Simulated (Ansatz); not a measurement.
# Blue phosphorene monolayer in a perpendicular field, part 2 of 3

Aim: how the blue phosphorene monolayer screens a field along its normal, and what the field does to its bands. A positive field points along +c.

Ansatz 0.2.0; plane-wave DFT, PBE-D4, Ansatz PAW.

So far. Step 2 (Relaxation): The lattice constant a goes from 3.280 to 3.250 Å.

### 3. Single point, field 0

A sawtooth potential applies the field, turning back in the middle of the vacuum. With the dipole correction the typed value is the field outside the slab. The induced dipole is small, so the SCF threshold is tight.

The cell differs from the one that the last finished run ended in (c 26.280 → 19.246 Å).

input.yaml

```yaml
crystal:
  lattice:
    - [3.2501038918, 0.0, 0.0]
    - [-1.6250519459, 2.8146725352, 0.0]
    - [0.0, 0.0, 19.2457636587]
  atoms:
    - { symbol: P, position: [0.6666666667, 0.3333333333, 0.4676353799] }
    - { symbol: P, position: [0.3333333333, 0.6666666667, 0.5323646201] }
kpoints:
  mp_grid: { grid: [18, 18, 1] }
  band_path:
    path: [[0, 0, 0], [0.5, 0, 0], [0.33333333, 0.33333333, 0], [0, 0, 0]]
    npoints: 16
hamiltonian:
  xc: pbe
  dispersion: d4
scf:
  occupations: { method: fermi_dirac, width: 0.05 }
  convergence: { dr2_threshold: 1.0e-10 }
efield:
  axis: 3
  dipole_correction: true
  ramp_position: 0.97
  ramp_width: 0.06
  amplitude: 0
output:
  dos: { projected: true, e_range: [-6, 5] }
  bader: true
  write_potential: true
  write_density: true
  volumetric_format: npy
  elf: true
```

Command:

```sh
$ ansatz run input.yaml --threads 2 --pin off --max-ram 3072MiB --backend cpu --events-out ev --progress --plain --runs-dir out
```

Numbers of over 12 decimals in the logs are rounded to 6 here.

Log:

```text
[...]
Crystal: 2 atoms, lattice volume = 176.060 Å³
Basis set: ecut = 420 eV, 3509 PW (Γ)
Bands: 9, of which v1, the nominal top of the filled ones, is band 5 counted from 1 (4 counted from 0)
Symmetry: 6 space group operations
k-points: 37 of 324 (time reversal used)
[...]
SCF iter   1: F=—  HF=-1511.810227 eV  |F-HF|=—  |Δ(HF+E_count)|=         —  Δρ=1.48e-3  dr2=4.18e-3  ethr=1.77e-3  p=0.000 e·Å  D=2.67e-14 V/Å  ΔV_dip=-0.00 eV  dr2_dipole=9.62e-9  V_vac-E_F(+/−)=5.17/5.17 eV  ⟨swp⟩=9.1  Hψ=3654  notcnv=0
efield: sawtooth ramp at fractional position 0.9700 (set: `efield.ramp_position`, or a place that a band, a saddle search or an elastic batch's reference lends), width 0.0600; the density the first Hamiltonian is built on has a dipole p = 0.000 e·Å; the dipole correction subtracts the counter field D = 2.67e-14 V/Å, which shifts the + side's vacuum level by -0.00 eV against the − side's; the planar-averaged density in the ramp window peaks in size at 2.6e-6 e/Å³
[...]
SCF iter   2: F=—  HF=-1511.809211 eV  |F-HF|=—  |Δ(HF+E_count)|=   1.02e-3  Δρ=6.33e-4  dr2=6.35e-4  ethr=4.18e-5  p=0.000 e·Å  D=7.03e-5 V/Å  ΔV_dip=-0.00 eV  dr2_dipole=2.15e-7  V_vac-E_F(+/−)=5.16/5.16 eV  ⟨swp⟩=2.6  Hψ=910  notcnv=0
[...]
SCF iter   9: F=-1511.809193 eV  HF=-1511.809193 eV  |F-HF|=1.36e-12  |Δ(HF+E_count)|=  2.68e-11  Δρ=6.73e-8  dr2=7.16e-12  ethr=1.00e-12  p=-0.000 e·Å  D=-8.47e-8 V/Å  ΔV_dip=0.00 eV  dr2_dipole=6.98e-15  V_vac-E_F(+/−)=5.17/5.17 eV  ⟨swp⟩=4.4  Hψ=1531  notcnv=0
SCF 1 converged in 9 iterations: F = -1511.809193 eV  dr2 = 7.16e-12
[...]
NSCF: frozen V_eff on 49 k-points
efield: sawtooth ramp at fractional position 0.9700 (kept from the solve that this one continues, or follows in the run), width 0.0600; the density the first Hamiltonian is built on has a dipole p = -0.000 e·Å; the dipole correction subtracts the counter field D = -8.47e-8 V/Å, which shifts the + side's vacuum level by +0.00 eV against the − side's; the planar-averaged density in the ramp window peaks in size at 6.4e-8 e/Å³
WARN: The output density's exchange-correlation potential varies sharply where the density is thin. Do not read a vacuum level from v_tot or v_xc, or from such a field of the output density. On a cell that repeats whose density bears no net charge and no dipole along the vacuum's axis use v_es (v_loc + v_h of the components); under efield.dipole_correction with no amplitude use v_es + v_field, which holds any externa [...]
SCF converged after 9 iterations
Free energy (F): -1511.809193 eV
[...]
Internal energy: -1511.809193 eV  (E = F + TS)
E sigma→0 (E₀):  -1511.809193 eV
Fermi energy:    -2.487912 eV
Dipole field:    D = 0.000000 V/Å  (p = 0.000000 e·Å, saw-weighted, corrected)
Work function:   Φ+ = 5.1734 eV   Φ− = 5.1734 eV
Levels:          The Fermi level and band energies are counted from a zero that moves with the ramp; work functions are not
[...]
--- Band table (eV; the first three rows and the last of 37) ---
[...]
--- Bader charges: 2 sites ---
  site symbol  charge [e]  shift [e]
     0      P      0.0000     0.0000
     1      P      0.0000     0.0000
  estimated error of the sums over rays = 2.2e-4 e
```

Wall time 46 s (2 threads of AMD EPYC 7R43, shared host); peak memory 0.45 GiB; 55 s of CPU time.

In the SCF lines HF is the Harris–Foulkes energy and dr2 the Hartree energy of the density residual, in eV; the loop may stop once dr2 is under the threshold and the program's other checks hold. Hψ counts applications of the Hamiltonian.

This step gave:

```yaml
dipole_along_the_normal: 3.41e-8 e·Å
gap_along_the_path: 1.975 eV
smallest_direct_gap_along_the_path: 2.169 eV
ionisation_energy_upper_face: 6.189 eV
electron_affinity_upper_face: 4.214 eV
gap_the_smaller_of_path_and_mesh: 1.975 eV
```

Running mean over a fixed 2.7 Å (it still follows the layers) of the planar mean; the ramp of the sawtooth is left out. Electron's electrostatic potential energy less the Fermi level against z:

z (Å), electron's electrostatic potential energy less the Fermi level (eV) and a bar from the least value:
```
     2.85       5.17 ##############################
     3.28       5.17 ##############################
     3.56       5.17 ##############################
     3.99       5.17 ##############################
     4.28       5.17 ##############################
     4.70       5.17 ##############################
     4.99       5.17 ##############################
     5.42       5.16 ##############################
     5.85       5.14 ##############################
     6.13       5.09 ##############################
     6.56       4.89 #############################
     6.84       4.54 #############################
     7.27       3.13 ##########################
     7.56       1.47 ######################
     7.98      -1.32 #################
     8.41      -3.75 ###########
     8.70      -5.47 ########
     9.12      -8.11 ##
     9.41      -9.28 
     9.84      -9.28 
    10.12      -8.11 ##
    10.55      -5.47 ########
    10.83      -3.75 ###########
    11.26      -1.32 #################
    11.69       1.47 ######################
    11.98       3.13 ##########################
    12.40       4.54 #############################
    12.69       4.89 #############################
    13.12       5.09 ##############################
    13.40       5.14 ##############################
    13.83       5.16 ##############################
    14.26       5.17 ##############################
    14.54       5.17 ##############################
    14.97       5.17 ##############################
    15.25       5.17 ##############################
    15.68       5.17 ##############################
    15.97       5.17 ##############################
    16.39       5.17 ##############################
```

The density of states has structure finer than the step of the table below, so its rows give means over 0.25 eV, whole bins alone (the curve runs from -6 to 2.93 eV). Peaks (eV: height): -4.920: 4.12, -3.600: 3.43, -2.310: 2.66, -1.070: 5.54, 2.050: 2.71, 2.440: 2.75, 2.520: 2.57.

Table of density of states by energy, zero at the Fermi level of the run, which the smearing sets inside the gap; means over each step:

energy (eV), density of states (states/eV a cell) and a bar:
```
    -5.75       0.32 ####
    -5.50       0.34 ####
    -5.25       0.55 #######
    -5.00       2.43 ##############################
    -4.75       1.21 ###############
    -4.50       1.01 #############
    -4.25       1.13 ##############
    -4.00       0.95 ############
    -3.75       1.26 ################
    -3.50       1.63 ####################
    -3.25       1.31 ################
    -3.00       0.77 #########
    -2.75       0.56 #######
    -2.50       0.61 ########
    -2.25       1.83 #######################
    -2.00       1.22 ###############
    -1.75       1.09 ##############
    -1.50       1.18 ###############
    -1.25       2.29 ############################
    -1.00       1.77 ######################
    -0.75       0.00 
    -0.50       0.00 
    -0.25       0.00 
     0.00       0.00 
     0.25       0.00 
     0.50       0.00 
     0.75       0.00 
     1.00       0.40 #####
     1.25       1.17 ##############
     1.50       1.05 #############
     1.75       1.17 ##############
     2.00       1.80 ######################
     2.25       1.09 #############
     2.50       1.81 ######################
     2.75       0.88 ###########
```

Projected DOS per atom over height of the atomic layer and energy from the Fermi level. Layers: P P from below.

Ten even steps from '0' (0.00 states/eV) to '9' (1.11 states/eV), each cell a mean:
```
33
55
66
44
33
00
00
00
00
33
99
44
66
33
33
55
55
44
44
88
11
11
```
Columns: height of the atomic layer (Å) from 9 to 10.2; rows upwards: energy from the Fermi level (eV) from -5.96 to 2.95.

The electronic bands at the labelled points (eV, zero at the Fermi level of the run, which the smearing sets inside the gap):

```tsv
point	band 2	band 3	band 4	band 5	band 6	band 7	band 8	band 9
Γ	-7.47	-1.48	-1.02	-1.02	3.02	3.02	3.03	4.34
halfway	-7.15	-4.92	-2.40	-1.07	1.32	4.06	4.43	5.47
M	-10.00	-4.15	-3.23	-2.38	1.05	2.52	4.43	5.40
halfway	-9.99	-5.26	-3.53	-2.32	1.97	3.38	3.99	5.84
K	-10.65	-6.42	-2.73	-2.73	1.13	4.56	4.56	7.34
halfway	-7.27	-4.92	-3.72	-1.02	2.56	3.34	5.03	5.56
Γ	-7.47	-1.48	-1.02	-1.02	3.02	3.02	3.03	4.34
```

The electronic bands as a text plot (rows in eV, shown from -9.0 to 4.3 only):

```
    4.1 |+  +  +++++           +++++++++  +++               +   +
    3.5 |  ++++     ++             ++        ++     ++++++++ +++
    3.0 |+++          +++         +            +++++     ++++++++
    2.4 |   +++          +++++++++              +  ++++++
    1.8 |      ++               + +++        +++
    1.3 |        +++++    ++++++     ++++++++
    0.7 |             ++++
    0.2 |
   -0.4 |
   -0.9 |***    ******                           *********     **
   -1.5 |*******      ***                      **         *******
   -2.1 |   *   ***      ****     ***       ***          ***
   -2.6 |    **    ***       *****   *******           **   *
   -3.2 |      *      *********      ***  ***         *   **
   -3.7 |       *              ******        **     **   *
   -4.3 |        **       ********             **  *   **
   -4.8 |          *  ****        *              ******
   -5.4 |           **             **          **
   -6.0 |                            **     ***
   -6.5 |                              *****
   -7.1 |    *******                                *********
   -7.6 |****       **                             *         ****
   -8.2 |             **                         **
   -8.7 |               *                      **
         Γ                   M           K                      Γ
```

Electrostatic potential energy in the ca plane at fractional y = 0.333, with atoms of P within 0.2 Å of it. With pseudopotentials it is smooth inside the atoms' cores, unlike the true potential.

Ten even steps from '0' (-33 eV) to '9' (3 eV), each cell a mean:
```
99999999999999999999998632478899999999999999
99999999999999999999997200048999999999999999
99999999999999999999996000037999999999999999
99999999999999999999997200058899999999999999
99999999999999999999998743577889999999999999
99999999999999999999999888776789999999999999
99999999999999999999999998865689999999999999
99999999999999999999999887776789999999999999
```
Columns run along c (16.0 Å, from fractional 0.00 to 0.83 of the cell; values clipped at the 3rd and 97th percentile), rows up along a (3.3 Å). Atoms in or near the plane, at fractional coordinates: P at (0.47, 0.67).

Valence density in the ca plane at fractional y = 0.333, with atoms of P within 0.2 Å of it. It is the smooth field of the valence electrons, not physical close to the nuclei.

Values in e/Å³, 5 rows by 16 columns, each cell a mean:
```
0.00 0.00 0.00 0.00 0.00 0.00 0.00 0.05 0.43 0.59 0.27 0.05 0.01 0.00 0.00 0.00
0.00 0.00 0.00 0.00 0.00 0.00 0.00 0.08 0.55 0.37 0.24 0.03 0.00 0.00 0.00 0.00
0.00 0.00 0.00 0.00 0.00 0.00 0.00 0.05 0.44 0.59 0.28 0.05 0.01 0.00 0.00 0.00
0.00 0.00 0.00 0.00 0.00 0.00 0.00 0.02 0.13 0.34 0.37 0.11 0.01 0.00 0.00 0.00
0.00 0.00 0.00 0.00 0.00 0.00 0.00 0.02 0.12 0.32 0.37 0.11 0.01 0.00 0.00 0.00
```
Columns run along c (16.0 Å, from fractional 0.00 to 0.83 of the cell), rows up along a (3.3 Å). Atoms in or near the plane, at fractional coordinates: P at (0.47, 0.67).

ELF in the ca plane at fractional y = 0.333, with atoms of P within 0.2 Å of it. It is the smooth field of the valence electrons, not physical close to the nuclei.

Ten even steps from '0' (0.00) to '9' (0.97), each cell a mean:
```
00000000000000000013688877775432100000000000
00000000000000000136899942464210000000000000
00000000000000000147999910153100000000000000
00000000000000000136899953564210000000000000
00000000000000000012578877776543210000000000
00000000000000000000123345666676531000000000
00000000000000000000000113456787641000000000
00000000000000000000123455666676421000000000
```
Columns run along c (16.0 Å, from fractional 0.00 to 0.83 of the cell), rows up along a (3.3 Å). Atoms in or near the plane, at fractional coordinates: P at (0.47, 0.67).

The gap is 1.98 eV, with the valence edge 6.19 eV and the conduction edge 4.21 eV under the upper vacuum level.

### 4. Atoms held, field 0.05 V/Å

input.yaml: that of step 3 with these lines changed.

```diff
@@ -24,6 +24,4 @@
   ramp_width: 0.06
-  amplitude: 0
+  amplitude: 0.05
 output:
-  dos: { projected: true, e_range: [-6, 5] }
-  bader: true
   write_potential: true
@@ -31,2 +29 @@
   volumetric_format: npy
-  elf: true
```

Log:

```text
[...]
Crystal: 2 atoms, lattice volume = 176.060 Å³
Basis set: ecut = 420 eV, 3509 PW (Γ)
Bands: 9, of which v1, the nominal top of the filled ones, is band 5 counted from 1 (4 counted from 0)
Symmetry: 6 space group operations
k-points: 37 of 324 (time reversal used)
[...]
Free energy (F): -1511.809430 eV
[...]
Internal energy: -1511.809430 eV  (E = F + TS)
E sigma→0 (E₀):  -1511.809430 eV
Fermi energy:    -2.488071 eV
Dipole field:    D = 0.009766 V/Å  (p = 0.009502 e·Å, saw-weighted, corrected)
Work function:   not extracted (applied field tilts the vacuum); planar V_es + V_field profile in the machine report
[...]
--- Band table (eV; the first three rows and the last of 37) ---
[...]
[key lines of the parts left out:]
SCF converged after 9 iterations
```

It took 13 s on 2 threads; peak memory 0.44 GiB; 18 s of CPU time.

The dipole is 0.00950 e·Å, and the gap 1.975 eV.

### 5. Single point, field -0.05 V/Å

input.yaml: that of step 4 with these lines changed.

```diff
@@ -24,3 +24,3 @@
   ramp_width: 0.06
-  amplitude: 0.05
+  amplitude: -0.05
 output:
```

Log:

```text
[...]
Crystal: 2 atoms, lattice volume = 176.060 Å³
Basis set: ecut = 420 eV, 3509 PW (Γ)
Bands: 9, of which v1, the nominal top of the filled ones, is band 5 counted from 1 (4 counted from 0)
Symmetry: 6 space group operations
k-points: 37 of 324 (time reversal used)
[...]
Free energy (F): -1511.809430 eV
[...]
Internal energy: -1511.809430 eV  (E = F + TS)
E sigma→0 (E₀):  -1511.809430 eV
Fermi energy:    -2.488064 eV
Dipole field:    D = -0.009769 V/Å  (p = -0.009505 e·Å, saw-weighted, corrected)
Work function:   not extracted (applied field tilts the vacuum); planar V_es + V_field profile in the machine report
[...]
--- Band table (eV; the first three rows and the last of 37) ---
[...]
[key lines of the parts left out:]
SCF converged after 10 iterations
```

It took 10 s on 2 threads; peak memory 0.44 GiB; 17 s of CPU time.

The dipole is -0.00950 e·Å, and the gap 1.975 eV.

### 6. Atoms held, field 0.1 V/Å

input.yaml: that of step 5 with these lines changed.

```diff
@@ -24,3 +24,3 @@
   ramp_width: 0.06
-  amplitude: -0.05
+  amplitude: 0.1
 output:
```

Log:

```text
[...]
Crystal: 2 atoms, lattice volume = 176.060 Å³
Basis set: ecut = 420 eV, 3509 PW (Γ)
Bands: 9, of which v1, the nominal top of the filled ones, is band 5 counted from 1 (4 counted from 0)
Symmetry: 6 space group operations
k-points: 37 of 324 (time reversal used)
[...]
Free energy (F): -1511.810143 eV
[...]
Internal energy: -1511.810143 eV  (E = F + TS)
E sigma→0 (E₀):  -1511.810143 eV
Fermi energy:    -2.488533 eV
Dipole field:    D = 0.019535 V/Å  (p = 0.019007 e·Å, saw-weighted, corrected)
Work function:   not extracted (applied field tilts the vacuum); planar V_es + V_field profile in the machine report
[...]
--- Band table (eV; the first three rows and the last of 37) ---
[...]
[key lines of the parts left out:]
SCF converged after 10 iterations
```

Wall time 9.7 s (2 threads); peak memory 0.44 GiB.

The dipole is 0.0190 e·Å, and the gap 1.975 eV.

### 7. Atoms held, field 0.2 V/Å

input.yaml: that of step 6 with these lines changed.

```diff
@@ -24,3 +24,3 @@
   ramp_width: 0.06
-  amplitude: 0.1
+  amplitude: 0.2
 output:
```

Log:

```text
[...]
Crystal: 2 atoms, lattice volume = 176.060 Å³
Basis set: ecut = 420 eV, 3509 PW (Γ)
Bands: 9, of which v1, the nominal top of the filled ones, is band 5 counted from 1 (4 counted from 0)
Symmetry: 6 space group operations
k-points: 37 of 324 (time reversal used)
[...]
Free energy (F): -1511.812995 eV
[...]
Internal energy: -1511.812995 eV  (E = F + TS)
E sigma→0 (E₀):  -1511.812995 eV
Fermi energy:    -2.490403 eV
Dipole field:    D = 0.039082 V/Å  (p = 0.038025 e·Å, saw-weighted, corrected)
Work function:   not extracted (applied field tilts the vacuum); planar V_es + V_field profile in the machine report
[...]
--- Band table (eV; the first three rows and the last of 37) ---
[...]
[key lines of the parts left out:]
SCF converged after 11 iterations
```

Run time: 11 s. Hardware: 2 threads; peak memory 0.45 GiB; 18 s of CPU time.

The dipole is 0.0380 e·Å, and the gap 1.975 eV.

### 8. Atoms held, field 0.3 V/Å

input.yaml: that of step 7 with these lines changed.

```diff
@@ -24,4 +24,6 @@
   ramp_width: 0.06
-  amplitude: 0.2
+  amplitude: 0.3
 output:
+  dos: { projected: true, e_range: [-6, 5] }
+  bader: true
   write_potential: true
@@ -29 +31,2 @@
   volumetric_format: npy
+  elf: true
```

Log:

```text
[...]
Crystal: 2 atoms, lattice volume = 176.060 Å³
Basis set: ecut = 420 eV, 3509 PW (Γ)
Bands: 9, of which v1, the nominal top of the filled ones, is band 5 counted from 1 (4 counted from 0)
Symmetry: 6 space group operations
k-points: 37 of 324 (time reversal used)
[...]
Dipole field:    D = 0.058655 V/Å  (p = 0.057070 e·Å, saw-weighted, corrected)
Work function:   not extracted (applied field tilts the vacuum); planar V_es + V_field profile in the machine report
[...]
--- Band table (eV; the first three rows and the last of 37) ---
[...]
--- Bader charges: 2 sites ---
  site symbol  charge [e]  shift [e]
     0      P     -0.0183     0.0001
     1      P      0.0183     0.0001
  estimated error of the sums over rays = 2.1e-4 e
[key lines of the parts left out:]
SCF converged after 11 iterations
Free energy (F): -1511.817749 eV
Fermi energy:    -2.493534 eV
```

Run time: 26 s. Hardware: 2 threads; peak memory 0.47 GiB; 50 s of CPU time.

The dipole is 0.0571 e·Å, and the gap 1.975 eV.

[end of part 2 of 3]

[Logs are printed without paths, hosts, clocks, repeated set-up lines and the standing remarks that a program may print on its own settings, such as how far it seeks lower states.]

[Hosts, paths, dates, database ids (printed as entryN), source tags and the programs' standing remarks are cut or masked in the printed files.]

[Maps of the electrostatic potential energy from Ansatz leave out the sawtooth potential of an applied field or a dipole correction, so their vacuum need not be flat; planar profiles and work functions include it.]

[The density of states shown here was stored with 400 of the rows of the run's finer table, so its peaks can read low, often by over a quarter, or be missed, and its means over a window can be off by a tenth or more.]
